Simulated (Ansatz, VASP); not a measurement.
## One calculation of I, two programs

Contents of POSCAR:

```
I
1.0
    0.0000000000      3.7130015177      3.7130015177
    3.7130015177      0.0000000000      3.7130015177
    3.7130015177      3.7130015177      0.0000000000
I
2
Direct
    0.5000000000      0.5000000000      0.5000000000
    0.7500000000      0.7500000000      0.7500000000
```

Contents of INCAR.step1:

```
PREC = Accurate
ENCUT = 520
ISMEAR = 0
SIGMA = 0.1
LREAL = False
LASPH = True
NELM = 100
NBANDS = 14
GGA = PE
ALGO = Normal
EDIFF = 1E-4
LWAVE = True
LCHARG = False
```

File INCAR.step2:

```
PREC = Accurate
ENCUT = 520
EDIFF = 1E-7
ISMEAR = 0
SIGMA = 0.1
LREAL = False
LASPH = True
NELM = 100
ALGO = Normal
ISIF = 2
LWAVE = False
LCHARG = True
METAGGA = R2SCAN
LMIXTAU = True
LELF = True
LVHAR = True
NBANDS = 14
ISTART = 1
```

The input KPOINTS:

```
Automatic mesh
0
Gamma
  4 4 4
```

Input for Ansatz:

```yaml
crystal:
  lattice:
    - [0.0, 3.7130015177, 3.7130015177]
    - [3.7130015177, 0.0, 3.7130015177]
    - [3.7130015177, 3.7130015177, 0.0]
  atoms:
    - { symbol: I, position: [0.5, 0.5, 0.5] }
    - { symbol: I, position: [0.75, 0.75, 0.75] }
basis:
  ecutwfc: 500
kpoints:
  mp_grid: { grid: [4, 4, 4] }
hamiltonian:
  xc: r2scan
scf:
  occupations: { method: gaussian, width: 0.1 }
  lower_state_search: "off"
output:
  forces: true
  stress: true
  eigenvalues: true
```

Alike in both runs: task single point; functional r2SCAN; k mesh 4 × 4 × 4; occupations gaussian, width 0.1 eV; no spin polarisation.

|  | VASP | Ansatz |
| --- | --- | --- |
| version | VASP 6.6.1 | Ansatz 0.2.0 |
| potentials or method | VASP PAW PBE potentials, release 64 (I) | scalar-relativistic, plane waves, PAW |
| plane-wave cutoff (eV) | 520 | 500 |
| valence electrons in the cell | 14 | 34 |

```tsv
	VASP	Ansatz	Ansatz less VASP
gap on the k mesh at the Fermi level (eV)	none	none	-
pressure (GPa)	2.8	2.8	+0.03
```

A gap of «none» marks a metal or a gap that the smearing closes. The two sets of potentials don't hold the same shells in valence.

Caveats: the k mesh is coarse (spacing up to 0.37 Å⁻¹), so the values aren't converged; the PAW data sets were made with another functional, which shifts forces and pressure a little (VASP). Spin-orbit coupling is left out, which matters for the levels of I.
